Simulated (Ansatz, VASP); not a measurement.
## BN in VASP and in Ansatz

```
B N
1.0
     0.15594   -1.45173   -1.91867
     0.05690    1.66919   -2.13613
     3.36359   -0.09904   -0.21284
B N
2 2
Direct
  0.50398 0.49669 0.50224
  0.99720 0.00336 0.00733
  0.99677 0.49263 0.24711
  0.50205 0.00733 0.74332
```

Change from the starting cell: all atoms moved at random, sigma 0.02 Å a component, cell strained at random, sigma 0.1; relaxed back.

Alike in both runs: task relaxation of cell and atoms; functional r2SCAN; k mesh 8 × 8 × 6; occupations gaussian, width 0.05 eV; no spin polarisation.

|  | VASP | Ansatz |
| --- | --- | --- |
| version | VASP 6.6.1 | Ansatz 0.2.0 |
| potentials or method | VASP PAW PBE potentials, release 64 (B, N) | scalar-relativistic, plane waves, PAW |
| plane-wave cutoff (eV) | 600 | 500 |
| valence electrons in the cell | 16 | 16 |

VASP gave:

| Item | Value |
| --- | --- |
| gap on the k mesh at the Fermi level, each at its own relaxed structure (eV) | 4.95 |
| relaxed volume (Å³/atom) | 5.89 |
| relaxed cell length with the largest relative difference (Å) | 2.554 |
| energy change over the relaxation (meV/atom) | -880 |

Task: What did Ansatz give for the same quantities?

Result: gap on the k mesh at the Fermi level, each at its own relaxed structure (eV): 5.00; relaxed volume (Å³/atom): 5.88; relaxed cell length with the largest relative difference (Å): 2.552; energy change over the relaxation (meV/atom): -878.

Caveats: the PAW data sets were made with another functional, which shifts forces and pressure a little (VASP). A k mesh can miss the band edges.
